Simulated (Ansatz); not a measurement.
A S vacancy in rocksalt CaS, 63 atoms, charge +2

All numbers come from Ansatz (PAW, plane waves, no spin–orbit coupling) at the single k point (¼, ¼, ¼) without its symmetry partners. The atoms were relaxed with PBEsol in a fixed cell; other functionals are single points on those atoms unless said otherwise. The valence top and gap of the host come from its small cell on a dense mesh, with the band extrema sought between the mesh points, lined up by the mean potential, PBEsol gap 2.16 eV, HSE06 gap 3.33 eV. The charge correction uses an assumed dielectric constant of 9.3.

Cell: a = 11.266 Å, b = 11.266 Å, c = 11.266 Å, α = 90.00°, β = 90.00°, γ = 90.00°.

Nearest atoms after relaxation, from the placed atom (for vacancies from the middle of the vacant sites): Ca at 3.00 Å, Ca at 3.00 Å, Ca at 3.00 Å, Ca at 3.01 Å, Ca at 3.01 Å, Ca at 3.01 Å.

Chemical potentials μ are those of reference phases of the elements at zero temperature by the same functional (the usual solids, diamond for C, grey Sn, and the molecules H2, N2, O2, F2, Cl2, Br2 and S8).

| functional | E(defect) − E(host) − Σ nμ + q·E_VBM (eV) | monopole (eV) | alignment (eV) | formation energy at E_F = VBM (eV) | moment (μB) | wall time, shared host |
| --- | --- | --- | --- | --- | --- | --- |
| PBEsol | 1.56 | 0.78 | -0.39 | 1.95 | 0 (no spin) | 57 s on 8 threads of EPYC 7R43 (relaxation) |

Question: Estimate the formation energy and moment that HSE06 gives on these atoms.

Answer: 0.91 eV at E_F = VBM (0.50 eV before the monopole term 0.78 eV and the alignment -0.37 eV), moment 0 (no spin).

Question: How does the monopole term follow by hand for this cubic cell?

Answer: q²·α·e²/(4πε₀)/(2εL) with the Madelung constant α = 2.837 and e²/4πε₀ = 14.40 eV·Å: 4 × 2.837 × 14.40 / (2 × 9.3 × 11.266) = 0.78 eV.

HSE06 one-electron levels near the gap (the ten most localised at most), from the host's valence top, not corrected for the charge's images:

```csv
level (eV),spin,filling,atoms sharing it,element of the atom with most weight
-0.16,both,2.00,33.4,spread
-0.16,both,2.00,33.4,spread
2.75,both,0.00,10.0,Ca
```

All elements are taken at their own reference at once; growth conditions in equilibrium with the host shift these energies, by up to the host's formation enthalpy.

One k point and a cell of this size can leave errors of several tenths of an eV in such numbers.
